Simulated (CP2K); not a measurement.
MoS2:

```
Mo S
1.0
     3.22746    0.00000    0.00000
    -1.61373    2.79507    0.00000
     0.00000    0.00000    6.31247
Mo S
1 2
Direct
  0.00000 0.00000 0.50000
  0.66667 0.33333 0.74468
  0.33333 0.66667 0.25532
```

Measurements of this composition are mostly on another form, of space group No. 194.

| Property | Result |
| --- | --- |
| Program | CP2K 2026.2 |
| Task | single point |
| Functional | PBE |
| Potentials or basis | POTENTIAL_UZH Mo GTH-PBE-q14, S GTH-PBE-q6; TZVP-MOLOPT-PBE-GTH basis |
| Density cutoff | 6123 eV |
| k mesh | 9 × 9 × 4 |
| Occupations | fermi-dirac, width 0.05 eV |
| Spin | no spin polarisation |

On this cell: pressure 2.3 GPa; largest force 0.438 eV/Å; band gap on the k mesh none (metal or under the smearing width).

The same run follows on a disturbed copy (atoms moved at random, drawn with an rms of 0.05 Å):

```xyz
3
Lattice="3.2275 0.0000 0.0000 -1.6137 2.7951 0.0000 0.0000 0.0000 6.3125" Properties=species:S:1:pos:R:3 pbc="T T T"
Mo    0.0102   -0.0511    3.1518
S     1.5961    0.9007    4.7232
S    -0.0311    1.9199    1.5943
```

Problem. What changes?

Solution. The energy (extrapolated to zero smearing) moves by +6.9 meV/atom; pressure 0.8 GPa; largest force 0.633 eV/Å; band gap on the k mesh none (metal or under the smearing width).

Forces in eV/Å, atoms in the order of the input:
```
Mo  -0.266  0.389  0.271
S    0.054  0.134  0.015
S    0.212 -0.523 -0.286
```

Stress tensor (GPa, compression positive):
```
 1.40 -0.45 -0.68
-0.45 -0.58  2.80
-0.68  2.80  1.73
```

Caveats: the basis of atomic orbitals isn't converged, which shifts pressures, moduli and gaps; this functional lacks dispersion, which binds the layers, so the pressure and a relaxed spacing across them are unreliable (some runs).
